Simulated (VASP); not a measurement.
# SnTe in VASP: a series of runs

SnTe is run at these levels: LDA; tasks: single point.

Everything below comes from runs of VASP 6.6.1. Logs are shortened: lines on timing, memory, paths and dates and some standing lists are left out, and cuts for length are marked.

**Measured values to compare with.**

A printed reference work, textbook reports, for a bulk crystal of SnTe at 300 K: band gap 0.18 eV (direct).

The runs below are set against these values where they give the same quantity.

## Step 1: The cell of the first run

Symmetry: Fm-3m, No. 225, cubic system. The conventional cell has a = 6.236 Å, b = 6.236 Å, c = 6.236 Å, α = 90.00°, β = 90.00°, γ = 90.00°. Within 4.1 Å of Sn (site symmetry m-3m) lie 6 Te at 3.12 Å. Within 4.1 Å of Te (site symmetry m-3m) lie 6 Sn at 3.12 Å.

## Step 2: Single point, LDA

INCAR reads:

```
SYSTEM = SnTe
PREC = Accurate ; ENCUT = 520
EDIFF = 1E-7 ; ISMEAR = 0
SIGMA = 0.01 ; LREAL = .False.
LASPH = .True. ; NELM = 80
ALGO = Normal ; ISIF = 2
LWAVE = .False. ; LCHARG = .False.
GGA = CA ; NBANDS = 17
```

KPOINTS reads:

```
Automatic mesh
0
Gamma
  10 10 10
  0 0 0
```

POSCAR reads:

```
SnTe
1.0
    3.1181440746      3.1181440746      0.0000000000
   -3.1181440746      3.1181440746      0.0000000000
    0.0000000000      3.1181440746      3.1181440746
Sn Te
1 1
Direct
    0.0000000000      0.0000000000      0.0000000000
    0.5000000000      0.5000000000      0.0000000000
```

Potentials or basis: VASP PAW LDA potentials, release 64 (Sn_d, Te).

On the command line:

```console
$ cat potpaw_LDA.64/Sn_d/POTCAR potpaw_LDA.64/Te/POTCAR > POTCAR
$ mpirun -np 1 vasp_std > vasp.out
```

OUTCAR:

```text
SYSTEM = SnTe
   PREC = Accurate
   ENCUT = 520
   EDIFF = 1E-7
   ISMEAR = 0
   LREAL = .False.
   LASPH = .True.
   NELM = 80
   ISIF = 2
   GGA = CA

 ion  position               nearest neighbor table
   1  0.000  0.000  0.000-   2 3.12   2 3.12   2 3.12   2 3.12   2 3.12   2 3.12
   2  0.500  0.500  0.000-   1 3.12   1 3.12   1 3.12   1 3.12   1 3.12   1 3.12

  LATTYP: Found a face centered cubic cell.
 ALAT       =     6.2362881492

  Lattice vectors:

 A1 = (   0.0000000000,   3.1181440746,   3.1181440746)
 A2 = (   3.1181440746,   0.0000000000,   3.1181440746)
 A3 = (   3.1181440746,   3.1181440746,   0.0000000000)

Analysis of symmetry for initial positions (statically):
=====================================================================
 Subroutine PRICEL returns:
 Original cell was already a primitive cell.

 Routine SETGRP: Setting up the symmetry group for a
 face centered cubic supercell.

 Subroutine GETGRP returns: Found 48 space group operations
 (whereof 48 operations were pure point group operations)
 out of a pool of 48 trial point group operations.

The static configuration has the point symmetry O_h .

Analysis of symmetry for dynamics (positions and initial velocities):
=====================================================================
 Subroutine PRICEL returns:
 Original cell was already a primitive cell.

 Routine SETGRP: Setting up the symmetry group for a
 face centered cubic supercell.

 Subroutine GETGRP returns: Found 48 space group operations
 (whereof 48 operations were pure point group operations)
 out of a pool of 48 trial point group operations.

The dynamic configuration has the point symmetry O_h .

 Subroutine INISYM returns: Found 48 space group operations
 (whereof 48 operations are pure point group operations),
 and found     1 'primitive' translations

----------------------------------------------------------------------------------------

                                     Primitive cell

  volume of cell :      60.6343

  direct lattice vectors                    reciprocal lattice vectors
     3.118144075  3.118144075  0.000000000     0.160351795  0.160351795 -0.160351795
    -3.118144075  3.118144075  0.000000000    -0.160351795  0.160351795 -0.160351795
     0.000000000  3.118144075  3.118144075     0.000000000  0.000000000  0.320703590

  length of vectors
     4.409721640  4.409721640  4.409721640     0.277737456  0.277737456  0.320703590

  position of ions in fractional coordinates (direct lattice)
     0.000000000  0.000000000  0.000000000
     0.500000000  0.500000000  0.000000000

  ion indices of the primitive-cell ions
   primitive index   ion index
                 1           1
                 2           2

----------------------------------------------------------------------------------------

 KPOINTS: Automatic mesh

Automatic generation of k-mesh.
 Grid dimensions read from file:
 generate k-points for:   10   10   10

 Generating k-lattice:

  Cartesian coordinates                     Fractional coordinates (reciprocal lattice)
     0.016035180  0.016035180 -0.016035180     0.100000000  0.000000000  0.000000000
    -0.016035180  0.016035180 -0.016035180     0.000000000  0.100000000  0.000000000
     0.000000000  0.000000000  0.032070359     0.000000000  0.000000000  0.100000000

  Length of vectors
     0.027773746  0.027773746  0.032070359

  Shift w.r.t. Gamma in fractional coordinates (k-lattice)
     0.000000000  0.000000000  0.000000000

 Subroutine IBZKPT returns following result:
 ===========================================

 Found     47 irreducible k-points:

 Following reciprocal coordinates:
            Coordinates               Weight
  0.000000  0.000000  0.000000      1.000000
  0.100000  0.000000  0.000000      8.000000
  0.200000  0.000000  0.000000      8.000000
  0.300000  0.000000  0.000000      8.000000
  0.400000  0.000000  0.000000      8.000000
  0.500000  0.000000  0.000000      4.000000
[... 16 lines left out ...]
  0.300000  0.300000  0.000000     12.000000
  0.400000  0.300000  0.000000     24.000000
 [... further k-points ...]
   k-points           NKPTS =     47   k-points in BZ     NKDIM =     47   number of bands    NBANDS=     17
   number of dos      NEDOS =    301   number of ions     NIONS =      2
   total plane-waves  NPLWV =  46656
   dimension x,y,z NGX =    36 NGY =   36 NGZ =   36
   dimension x,y,z NGXF=    72 NGYF=   72 NGZF=   72
   ions per type =               1   1
   NGX,Y,Z   is equivalent  to a cutoff of  13.57, 13.57, 13.57 a.u.
   NGXF,Y,Z  is equivalent  to a cutoff of  27.14, 27.14, 27.14 a.u.
 SYSTEM =  SnTe
   PREC   = accura    normal or accurate (medium, high low for compatibility)
   ISTART =      0    job   : 0-new  1-cont  2-samecut
   ICHARG =      2    charge: 1-file 2-atom 10-const
   ISPIN  =      1    spin polarized calculation?
   LNONCOLLINEAR =      F non collinear calculations
   LSORBIT =      F    spin-orbit coupling
   LASPH  =      T    aspherical Exc in radial PAW
   ENCUT  =  520.0 eV  38.22 Ry    6.18 a.u.   8.20  8.20  8.20*2*pi/ulx,y,z
   NELM   =     80;   NELMIN=  2; NELMDL= -5     # of ELM steps
   EDIFF  = 0.1E-06   stopping-criterion for ELM
   LREAL  =      F    real-space projection
   EDIFFG = 0.1E-05   stopping-criterion for IOM
   NSW    =      0    number of steps for IOM
   IBRION =     -1    ionic relax: 0-MD 1-quasi-New 2-CG
   NFREE  =      0    steps in history (QN), initial steepest desc. (CG)
   ISIF   =      2    stress and relaxation
   ISYM   =      2    0-nonsym 1-usesym 2-fastsym
   POTIM  = 0.5000    time-step for ionic-motion
   TEBEG  =    0.0;   TEEND  =   0.0 temperature during run
   PSTRESS=    0.0 pullay stress
   NELECT =      20.0000    total number of electrons
   NUPDOWN=      -1.0000    fix difference up-down
   EMIN   =  10.00;   EMAX   =-10.00  energy-range for DOS
   EFERMI =   0.00;   METHOD = LEGACY
   ISMEAR =     0;   SIGMA  =   0.01  broadening in eV -4-tet -1-fermi 0-gaus
   EFERMI_NEDOS =   21; number of points for ismear=-14 and -15
   IALGO  =     38    algorithm
   IMIX   =      4    mixing-type and parameters
     AMIX     =   0.40;   BMIX     =  1.00
     AMIX_MAG =   1.60;   BMIX_MAG =  1.00
  volume/ion in A,a.u.               =      30.32       204.59
  Fermi-wavevector in a.u.,A,eV,Ry     =   1.131129  2.137523 17.408000  1.279452
  Thomas-Fermi vector in A             =   2.267827
   LORBIT       =      0    0 simple, 1 ext, 2 COOP (PROOUT), +10 PAW based schemes
   GGA     = CA    functional components
   LHFCALC =     F    Hartree Fock is set to
   AEXX    =    0.0000 exact exchange contribution
   IVDW    =     0    specifies the selected vdW correction
   LEPSILON=     F    determine dielectric tensor
   LRPA    =     F    only Hartree local field effects (RPA)
 non-spin polarized calculation
 Gauss-broadening in eV      SIGMA  =   0.01
  energy-cutoff  :      520.00
  volume of cell :       60.63
 maximum number of plane-waves:      1660
 NGX is ok and might be reduce to    36
   NGX = 17   NGY = 17   NGZ = 17

 number of electron      19.9999997 magnetization

 Free energy of the ion-electron system (eV)
  ---------------------------------------------------
  ext. energy  EPLUGINS =         0.00000000
  ---------------------------------------------------
  free energy    TOTEN  =        -8.83237003 eV

  energy without entropy =       -8.83237003  energy(sigma->0) =       -8.83237003

 E-fermi :   7.1781     XC(G=0):  -9.8767

 val. band max:        7.0678847347   @ k =   0.5000   0.0000   0.0000
 cond. band min:       7.2778422929   @ k =   0.5000   0.0000   0.0000
 fundamental gap:      0.2099575582
 Fermi energy:         7.1780502363

 k-point     1 :       0.0000    0.0000    0.0000
  band No.  band energies     occupation
      1     -14.6704      2.00000
      2     -14.6704      2.00000
      3     -14.6594      2.00000
      4     -14.6594      2.00000
      5     -14.6594      2.00000
      6      -5.9165      2.00000
[... 9 lines left out ...]
     16      11.8594      0.00000
     17      13.8178      0.00000

 k-point     2 :       0.1000    0.0000    0.0000
  band No.  band energies     occupation
      1     -14.6709      2.00000
      2     -14.6709      2.00000
      3     -14.6592      2.00000
      4     -14.6587      2.00000
      5     -14.6587      2.00000
      6      -5.8279      2.00000
[... 9 lines left out ...]
     16      12.0733      0.00000
     17      14.5863      0.00000

 k-point     3 :       0.2000    0.0000    0.0000
  band No.  band energies     occupation
      1     -14.6723      2.00000
      2     -14.6723      2.00000
      3     -14.6588      2.00000
      4     -14.6569      2.00000
      5     -14.6569      2.00000
      6      -5.5710      2.00000
[... 9 lines left out ...]
     16      12.6662      0.00000
     17      16.1793      0.00000

 k-point     4 :       0.3000    0.0000    0.0000
  band No.  band energies     occupation
      1     -14.6742      2.00000
      2     -14.6742      2.00000
      3     -14.6582      2.00000
      4     -14.6544      2.00000
      5     -14.6544      2.00000
      6      -5.1818      2.00000
[... 9 lines left out ...]
     16      13.5982      0.00000
     17      17.9680      0.00000
[... 343 lines left out ...]
      1     -14.6770      2.00000
      2     -14.6685      2.00000
      3     -14.6610      2.00000
      4     -14.6551      2.00000
      5     -14.6551      2.00000
      6      -5.4586      2.00000
[... 9 lines left out ...]
     16      13.8595      0.00000
     17      14.5233      0.00000

 k-point    23 :       0.3000    0.3000    0.0000
  band No.  band energies     occupation
      1     -14.6806      2.00000
      2     -14.6734      2.00000
      3     -14.6552      2.00000
      4     -14.6536      2.00000
      5     -14.6508      2.00000
      6      -4.3726      2.00000
[... 9 lines left out ...]
     16      14.2279      0.00000
     17      16.6945      0.00000

 k-point    24 :       0.4000    0.3000    0.0000
  band No.  band energies     occupation
      1     -14.6841      2.00000
      2     -14.6710      2.00000
      3     -14.6580      2.00000
      4     -14.6512      2.00000
      5     -14.6492      2.00000
      6      -4.2375      2.00000
[... 9 lines left out ...]
     16      15.2227      0.00000
     17      17.7721      0.00000

 [... further k-points ...]

------------------------ aborting loop because EDIFF is reached ----------------------------------------

  FORCE on cell =-STRESS in cart. coord.  units (eV):
  Direction    XX          YY          ZZ          XY          YZ          ZX
  --------------------------------------------------------------------------------------
  -------------------------------------------------------------------------------------
  Total        0.0097607      0.0097607      0.0097607      0.0000000      0.0000000     -0.0000000
  in kB        0.2579124      0.2579124      0.2579124      0.0000000      0.0000000     -0.0000000
  external PRESSURE =       0.2579124 kB  Pullay stress =       0.0000000 kB

 VOLUME and BASIS-vectors are now :
 -----------------------------------------------------------------------------
  energy-cutoff  :      520.00
  volume of cell :       60.63
      direct lattice vectors                 reciprocal lattice vectors
     3.118144075  3.118144075  0.000000000     0.160351795  0.160351795 -0.160351795
    -3.118144075  3.118144075  0.000000000    -0.160351795  0.160351795 -0.160351795
     0.000000000  3.118144075  3.118144075     0.000000000  0.000000000  0.320703590

 POSITION                                       TOTAL-FORCE (eV/Angst)
 -----------------------------------------------------------------------------------
      0.00000      0.00000      0.00000         0.000000     -0.000000      0.000000
      0.00000      3.11814      0.00000        -0.000000      0.000000      0.000000
 -----------------------------------------------------------------------------------
    total drift:                                0.000000      0.000000     -0.000000

  FREE ENERGIE OF THE ION-ELECTRON SYSTEM (eV)
  ---------------------------------------------------
  free  energy   TOTEN  =        -8.8323700332 eV

  energy  without entropy=       -8.8323700332  energy(sigma->0) =       -8.83237003
```

Run time: 1.8 min. Hardware: 1 thread of Intel Xeon 8259CL, shared host; peak memory 0.17 GiB.

Results:

```
Free energy            : -8.8324 eV
Pressure               : 0.0 GPa
Band gap on the k mesh : 0.21 eV, direct
```

Caveat: spin-orbit coupling is left out, which moves the levels of the heavy elements.

## Step 3: Single point, LDA (in-plane strain +0.01)

INCAR reads:

```
SYSTEM = SnTe
PREC = Accurate
ENCUT = 500
EDIFF = 1E-6
ISMEAR = 0
SIGMA = 0.01
LREAL = .False.
LASPH = .True.
NELM = 120
ALGO = Normal
ISIF = 2
LWAVE = .False.
LCHARG = .False.
GGA = CA
NBANDS = 17
GGA_COMPAT = .False.
```

KPOINTS reads:

```
regular mesh
0
Gamma
  10 10 10
  0 0 0
```

POSCAR reads:

```
SnTe
1.0
    3.1493255154      3.1493255154      0.0000000000
   -3.1493255154      3.1493255154      0.0000000000
    0.0000000000      3.1493255154      3.0994352102
Sn Te
1 1
Direct
    0.0000000000      0.0000000000      0.0000000000
    0.5000000000      0.5000000000      0.0000000000
```

Potentials or basis: VASP PAW LDA potentials, release 64 (Sn_d, Te).

On the command line:

```console
$ cat potpaw_LDA.64/Sn_d/POTCAR potpaw_LDA.64/Te/POTCAR > POTCAR
$ mpirun -np 1 vasp_std > vasp.out
```

Wall time 52 s (1 thread of Intel Xeon 6975P-C, shared host); peak memory 0.23 GiB.

It converged, with:

- Free energy: -8.8265 eV
- Pressure: -0.6 GPa
- Band gap on the k mesh: 0.19 eV, direct

Stress tensor (GPa, compression positive):
```
-1.37  0.00  0.00
 0.00 -1.37  0.00
 0.00  0.00  0.85
```

Levels at points of the mesh, in eV from the valence-band top:
```tsv
k point	band 7	band 8	band 9	band 10	band 11	band 12	band 13	band 14
(0.00, 0.00, 0.00)	-4.65	-2.22	-2.04	-2.04	3.26	3.26	3.67	4.78
(0.50, 0.00, 0.00)	-8.40	-1.76	-1.72	0.00	0.19	0.35	0.43	7.84
(0.50, 0.50, 0.00)	-6.46	-5.61	-3.82	-3.63	2.19	4.82	5.25	6.42
(0.00, 0.00, 0.50)	-6.56	-5.64	-3.77	-3.77	2.15	4.97	4.97	6.68
```

Caveat: the cell differs from its parent crystal (in-plane strain +0.01); spin-orbit coupling is left out, which moves the levels of the heavy elements.

## Step 4: Against experiment

Step 2. Against the measured gap of SnTe, 0.18 eV (direct; 300 K; a printed reference work, textbook), the calculated 0.21 eV is off by +0.03 eV. Spin-orbit coupling on Sn, Te is left out. The value is that of LDA on a finite k mesh, which can miss the band edges, without temperature or zero-point motion.
